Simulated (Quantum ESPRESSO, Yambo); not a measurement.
# Quasiparticle gap of WS2 (2H monolayer) in Yambo, part 2 of 3

Aim: the G0W0 gap of WS2 (2H monolayer) on PBE, step by step.

Quantum ESPRESSO 7.5 and Yambo 5.3.0; PBE and many-body steps on it, plane waves. Known limits of the many-body steps: not at the basis limit; no spin-orbit coupling.

So far. Step 2 (Ground state): The gap is direct, at (0.333, 0.333, 0.000). Step 3 (Bands along the symmetry lines): The gap is 1.811 eV, as in the run before at this level.

## (4) Empty states on the mesh, 9×9×1 mesh, 79 bands

Level of this step: DFT, PBE, plane waves, norm-conserving pseudopotentials (Quantum ESPRESSO).

The sums over transitions need many empty states on a uniform mesh; this step solves for them.

The input, pw.in:

```
&control
  calculation = 'nscf'
  prefix = 'x'
  outdir = 'o'
  pseudo_dir = 'pseudo'
/
&system
  ibrav = 0
  nat = 3
  ntyp = 2
  ecutwfc = 62.0
  nbnd = 79
  force_symmorphic = .true.
/
&electrons
  conv_thr = 1e-9
  electron_maxstep = 80
  diago_full_acc = .true.
  diago_thr_init = 5e-6
/
ATOMIC_SPECIES
  W 183.84 W.upf
  S 32.06 S.upf
CELL_PARAMETERS angstrom
  3.1870569639 0.0000000000 0.0000000000
  -1.5935284820 2.7600722941 0.0000000000
  0.0000000000 0.0000000000 16.0000000000
ATOMIC_POSITIONS crystal
  W 0.3333333333 0.6666666667 0.5000000000
  S 0.6666666667 0.3333333333 0.5982117567
  S 0.6666666667 0.3333333333 0.4017882433
K_POINTS automatic
  9 9 1 0 0 0
```

The run is started by

```bash
$ OMP_NUM_THREADS=1 mpirun -n 4 pw.x -nk 4 -in pw.in > pw.out
```

What it wrote:

```text
[banner, memory and clock lines left out]
Program PWSCF v.7.5 starts

     Atomic positions and unit cell read from directory:
     o/x.save/

     Message from routine setup:
     using ibrav=0 with symmetry is DISCOURAGED, use correct ibrav instead

     G-vector sticks info

     bravais-lattice index     =            0
     lattice parameter (alat)  =       6.0227  a.u.
     unit-cell volume          =     949.7884 (a.u.)^3
     number of atoms/cell      =            3
     number of atomic types    =            2
     number of electrons       =        26.00
     number of Kohn-Sham states=           79
     kinetic-energy cutoff     =      62.0000  Ry
     charge density cutoff     =     248.0000  Ry
     Exchange-correlation= PBE
                           (   1   4   3   4   0   0   0)

     celldm(1)=   6.022665  celldm(2)=   0.000000  celldm(3)=   0.000000
     celldm(4)=   0.000000  celldm(5)=   0.000000  celldm(6)=   0.000000

     crystal axes: (cart. coord. in units of alat)
               a(1) = (   1.000000   0.000000   0.000000 )
               a(2) = (  -0.500000   0.866025   0.000000 )
               a(3) = (   0.000000   0.000000   5.020306 )

     reciprocal axes: (cart. coord. in units 2 pi/alat)
               b(1) = (  1.000000  0.577350 -0.000000 )
               b(2) = (  0.000000  1.154701  0.000000 )
               b(3) = (  0.000000 -0.000000  0.199191 )
     Pseudo is Norm-conserving + core correction, Zval = 14.0
     Generated using ONCVPSP code by D. R. Hamann
     Using radial grid of 1396 points,  8 beta functions with:
     Pseudo is Norm-conserving + core correction, Zval =  6.0
     Generated using ONCVPSP code by D. R. Hamann
     Using radial grid of 1146 points,  6 beta functions with:
     W                14.00   183.84000     W ( 1.00)
     S                 6.00    32.06000     S ( 1.00)

     12 Sym. Ops. (no inversion) found

   Cartesian axes

     site n.     atom                  positions (alat units)
         1        W      tau(   1) = (  -0.0000000   0.5773503   2.5101528  )
         2        S      tau(   2) = (   0.5000000   0.2886751   3.0032058  )
         3        S      tau(   3) = (   0.5000000   0.2886751   2.0170998  )

     number of k points=    12
                       cart. coord. in units 2pi/alat
        k(    1) = (   0.0000000   0.0000000   0.0000000), wk =   0.0246914
        k(    2) = (   0.0000000   0.1283001   0.0000000), wk =   0.1481481
        k(    3) = (   0.0000000   0.2566001   0.0000000), wk =   0.1481481
[...]
k(   11) = (   0.2222222   0.5132002   0.0000000), wk =   0.2962963
        k(   12) = (   0.3333333   0.5773503   0.0000000), wk =   0.0493827

     Dense  grid:    62407 G-vectors     FFT dimensions: (  32,  32, 160)

     The potential is recalculated from file :
     o/x.save/charge-density

     Starting wfcs are   18 randomized atomic wfcs +   61 random wfcs

     Band Structure Calculation

     End of band structure calculation

          k = 0.0000 0.0000 0.0000 (  7833 PWs)   bands (ev):

   -73.4110 -37.6406 -37.4893 -37.4893 -14.0834 -12.4620  -5.6712  -2.1906
    -2.1906  -1.4561  -0.9684  -0.9684   0.6066   3.5172   3.5172   3.6636
     3.6636   5.5745   6.1876   6.2006   7.5637   9.2378   9.3791  10.9640
[...]
30.7870  30.7871  31.4948  31.4948  31.7794  32.3370  32.7445

          k = 0.0000 0.1283 0.0000 (  7865 PWs)   bands (ev):

[...]
31.0805  31.2521  31.4498  31.8452  32.6734  32.7775  32.9030

          k = 0.0000 0.2566 0.0000 (  7883 PWs)   bands (ev):

[...]
26.8628  26.9662  27.7376  28.1187  28.5771  28.6983  28.7294  29.5921
    30.1900  30.3888  30.4953  30.7971  31.0654  31.5657  31.6186  31.9375
    31.9866  32.2069  32.5186  32.8786  32.9522  33.1028  33.5822

          k = 0.0000 0.3849 0.0000 (  7849 PWs)   bands (ev):

     [... further k-points ...]

     highest occupied, lowest unoccupied level (ev):     0.6473    2.4581

     XML data file, pseudopotentials, collected wavefunctions
```

Wall time 19 s (4 MPI ranks of Arm Neoverse V1, shared host); peak memory 0.47 GiB.

Numbers from this step:

- gap: 1.811 eV
- k of the valence top: 0.3333, 0.3333, 0
- k of the conduction bottom: 0.3333, 0.3333, 0
- least direct gap: 1.811 eV
- k points computed: 12
- lowest point of the top converged band, above the valence top: 32.10 eV

On this mesh the gap is 1.811 eV.

## (5) Conversion and set-up

This step: Yambo 5.3.0; conversion and set-up on PBE, plane waves, norm-conserving pseudopotentials.

The states are converted to the many-body program's format and the q mesh is built.

The run is started by

```bash
$ (cd o/x.save; p2y > p2y.log; mv SAVE ../..); yambo > setup.log
```

What it wrote:

```text
 Yambo, version 5.3.0

 [02] CORE Variables Setup
 =========================

  [02.01] Unit cells
  ==================

  Cell kind             :  HCP
  Atoms in the cell     :  W  S
  number of W  atoms    :  1
  number of S  atoms    :  2

  List of atomic masses
  Mass of W     :  183.8400
  Mass of S     :  32.06000

  List of atomic coordinates    : [cc]
  W1       : -0.36412E-09   3.4772       15.118      order 1
  S1       :   3.01133   1.73859  18.08730  order 2
  S2       :   3.01133   1.73859  12.14832  order 3

  Alat factors          :   6.02266   5.21578  30.23562 [a.u.]
  Direct lattice volume :  949.7884 [a.u.]
  Direct lattice vectors:  A[ 1 ]  A[ 2 ]  A[ 3 ]
   A[ 1 ]:  1.000000  0.000000  0.000000  [iru]
   6.022665  0.000000  0.000000  [cc]
   A[ 2 ]: -0.500000  1.000000  0.000000  [iru]
  -3.011332  5.215781  0.000000  [cc]
   A[ 3 ]:  0.000000  0.000000  1.000000  [iru]
    0.00000   0.00000  30.23562  [cc]

  Recip. lattice volume :  0.261164 [a.u.]
  Recip. lattice vectors:  B[ 1 ]  B[ 2 ]  B[ 3 ]
   B[ 1 ]:  1.000000  0.500000  0.000000  [iku]
   1.043257  0.602325 -0.000000  [cc]
   B[ 2 ]:  0.000000  1.000000  0.000000  [iku]
   0.000000  1.204649  0.000000  [cc]
   B[ 3 ]:  0.000000  0.000000  1.000000  [iku]
   0.000000 -0.000000  0.207807  [cc]

  [02.02] Symmetries
  ==================

  Inversion symmetry    : yes
  Spatial inversion     : no
  Inversion index       :  13
  K-space Time-reversal : yes
  Magnetic symmetries   : no
  Time-reversal derived K-space symmetries:  13  24
  Group table correct   : yes
  Symmetries units      :  [cc]

   [S  1]:   1.0000       0.0000       0.0000     -0.49699E-16   1.0000       0.0000       0.0000       0.0000       1.0000
   [S  2]:  -1.0000       0.0000       0.0000     -0.36231E-10   1.0000       0.0000       0.0000       0.0000      -1.0000
   [S  3]: -0.500000  0.866025  0.000000 -0.866025 -0.500000  0.000000  0.000000  0.000000  1.000000
[...]
[S  9]: -0.500000 -0.866025  0.000000  0.866025 -0.500000  0.000000  0.000000  0.000000 -1.000000
   [S 10]: -0.500000  0.866025  0.000000 -0.866025 -0.500000  0.000000  0.000000  0.000000 -1.000000
     [... 12 further rows ...]
   [S*23]: -0.500000 -0.866025 -0.000000 -0.866025  0.500000 -0.000000 -0.000000 -0.000000 -1.000000
   [S*24]: -0.500000  0.866025 -0.000000  0.866025  0.500000 -0.000000 -0.000000 -0.000000 -1.000000

  [02.03] Reciprocal space
  ========================

  nG shells         :  3074
  nG charge         :   62407
  nG WFs            :   9967
  nC WFs            :   7883
  G-vecs. in first 80 shells:  [ Number ]
    1   3   5   7   9  11  17  29  31
    43   55   57   69   81   83   95   97  109
   121  123  129  141  153  165  177  189  191
[...]
767   779   791   803   815   839   851   863
  ...
  Shell energy in first 80 shells:  [ mHa ]
[...]
WF components:   7865
  K [ 3]         [rlu]:  0.000000  0.222222  0.000000
         WF components:   7883
[...]
K [ 8]         [rlu]:  0.111111  0.333333  0.000000
[...]
K [ 9]         [rlu]:  0.111111  0.444444  0.000000
[...]
K [10]         [rlu]:  0.222222  0.222222  0.000000
[...]
K [11]         [rlu]:  0.222222  0.333333  0.000000
         WF components:   7781
  K [12]         [rlu]:  0.333333  0.333333  0.000000
         WF components:   7764

  [02.05] Energies & Occupations
  ==============================

  [X] === General ===
  [X] Electronic Temperature                        :  0.000000  0.000000 [eV K]
  [X] Bosonic    Temperature                        :  0.000000  0.000000 [eV K]
  [X] Finite Temperature mode                       : no
  [X] El. density                                   :  0.18473E+24 [cm-3]
  [X] Fermi Level                                   :  0.647322 [eV]

  [X] === Gaps and Widths ===
  [X] Conduction Band Min                           :  1.810782 [eV]
  [X] Valence Band Max                              :  0.000000 [eV]
  [X] Filled Bands                                  :  13
  [X] Empty Bands                                   :   14   79
  [X] Direct Gap                                    :  1.810782 [eV]
  [X] Direct Gap localized at k                     :  12
  [X] Indirect Gap                                  :  1.810782 [eV]
  [X] Indirect Gap between kpts                     :  12  12
  [X] Last valence band width                       :  1.187659 [eV]
  [X] 1st conduction band width                     :  1.059072 [eV]

  E @ K [ 1]:  [eV]
  -74.05828 -38.28791 -38.13663 -38.13663 -14.73069 -13.10928  -6.31848  -2.83793
[...]
occ @ K [ 1]
[...]
E @ K [ 2]:  [eV]
[...]
occ @ K [ 2]
[...]
E @ K [ 3]:  [eV]
[...]
occ @ K [ 3]
[...]
E @ K [ 8]:  [eV]
[...]
occ @ K [ 8]
[...]
E @ K [ 9]:  [eV]
[...]
occ @ K [ 9]
[...]
E @ K [10]:  [eV]
[...]
occ @ K [10]
[...]
E @ K [11]:  [eV]
[...]
occ @ K [11]
[...]
E @ K [12]:  [eV]
[...]
occ @ K [12]
[...]
0.000000  0.000000  0.000000  0.000000  0.000000  0.000000  0.000000  0.000000
   0.000000  0.000000  0.000000  0.000000  0.000000  0.000000  0.000000  0.000000

 [03] Transferred momenta grid and indexing
 ==========================================

 IBZ Q-points                                      :  12
 BZ  Q-points                                      :   81

 K/Q-points units:
 rlu = crystal or reduced units; cc = cartesian coordinates; iku = interal k-units

 Q [ 1]         [rlu]:  0.000000  0.000000  0.000000
 Q [ 2]         [rlu]: -0.63764E-17  0.11111       0.0000
 Q [ 3]         [rlu]: -0.12753E-16  0.22222       0.0000
[...]
Q [ 8]         [rlu]:  0.111111  0.333333  0.000000
 Q [ 9]         [rlu]:  0.111111  0.444444  0.000000
 Q [10]         [rlu]:  0.222222  0.222222  0.000000
 Q [11]         [rlu]:  0.222222  0.333333  0.000000
 Q [12]         [rlu]:  0.333333  0.333333  0.000000

  [03.01] X indexes
  =================

   [03.01.01] Sigma indexes
   ========================

 [06] Game Over & Game summary
```

Wall time 2.9 s (1 MPI rank); peak memory 0.25 GiB.

(Continued in part 3 of 3.)

[Paths, hosts, dates, memory and timing lines, banners, echoed tables and standing remarks are left out of the program output.]

[Logs are printed without paths, hosts, clocks, repeated set-up lines and the standing remarks that a program may print on its own settings, such as how far it seeks lower states.]

[Runs of the session that timed out or met a known fault of the program may be left out.]

[Hosts, paths, dates, database ids (printed as entryN), source tags and the programs' standing remarks are cut or masked in the printed files.]
